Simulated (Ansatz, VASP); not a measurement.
## Two plane-wave programs on Pd

```
Pd
1.0
     0.00000    1.92028    1.92028
     1.92028    0.00000    1.92028
     1.92028    1.92028    0.00000
Pd
1
Direct
  0.00000 0.00000 0.00000
```

Alike in both runs: task single point; functional LDA; k mesh 14 × 14 × 14; occupations gaussian, width 1 eV; collinear spin.

|  | VASP | Ansatz |
| --- | --- | --- |
| version | VASP 6.6.1 | Ansatz 0.2.0 |
| potentials or method | VASP PAW LDA potentials, release 64 (Pd) | plane waves (420 eV) with PAW, scalar-relativistic |
| plane-wave cutoff (eV) | 520 | 420 |
| valence electrons in the cell | 10 | 18 |

Ansatz gave:

```
pressure (GPa)           : 2.7
net moment per atom (μB) : 0.00
```

Q: Estimate VASP's values.

A: Pressure (GPa): 2.9; net moment per atom (μB): 0.00.

The two sets of potentials don't hold the same shells in valence. Ansatz warned: «pseudo_functional_mismatch».
